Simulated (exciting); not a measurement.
A run of exciting (release sodium):

File input.xml:

```xml
<input>
  <title>SnTe</title>
  <structure speciespath="./" tshift="false" cartesian="true">
    <crystal scale="1.88972612463">
      <basevect>0.071026000000 3.178753000000 3.195172000000</basevect>
      <basevect>3.227732000000 0.061649000000 3.204549000000</basevect>
      <basevect>3.188074000000 3.148473000000 0.101306000000</basevect>
    </crystal>
    <species speciesfile="Te.xml" rmt="2.3">
      <atom coord="6.129167948229 6.036611997234 6.142580279399"/>
    </species>
    <species speciesfile="Sn.xml" rmt="2.3">
      <atom coord="0.000000000000 0.000000000000 0.000000000000"/>
    </species>
  </structure>
  <groundstate do="fromscratch" ngridk="4 4 4" rgkmax="8" gmaxvr="14" lmaxapw="10" lmaxmat="10" lmaxvr="8" xctype="LDA_PW" stype="Gaussian" swidth="0.00036749" nempty="10" ValenceRelativity="iora*" epsengy="1e-05" epspot="1e-05" maxscl="60" outputlevel="high"/>
  <properties>
    <bandstructure>
      <plot1d>
        <path steps="120">
          <point coord="-0.5 -0.5 -0.5" label="X"/>
          <point coord="0 0 0" label="G"/>
          <point coord="0 0.5 0" label="Y" breakafter="true"/>
          <point coord="-0.5 0 -0.5" label="L"/>
          <point coord="0 0 0" label="G"/>
          <point coord="0.5 0 0" label="Z" breakafter="true"/>
          <point coord="0 -0.5 -0.5" label="N"/>
          <point coord="0 0 0" label="G"/>
          <point coord="0.5 0.5 0" label="M" breakafter="true"/>
          <point coord="0 0 -0.5" label="R"/>
          <point coord="0 0 0" label="G"/>
        </path>
      </plot1d>
    </bandstructure>
    <dos nwdos="300" winddos="-0.6 0.5" inttype="tetra" ngrdos="100" nsmdos="2"/>
  </properties>
</input>
```

Potentials or basis: all-electron LAPW+lo, shipped species files, valence relativity iora*.

Launch:

```sh
$ OMP_NUM_THREADS=1 exciting_smp
```

Hardware: 1 thread of AMD EPYC 9R45 96-Core Processor (Zen 5), on a shared host.

**Question.** How long does it take, and how much memory?

**Answer.** Run time: 46 s on 1 thread of AMD EPYC 9R45 96-Core Processor (Zen 5), on a shared host, peak memory 0.16 GiB. Counts: scf iterations 14, plane waves 306.
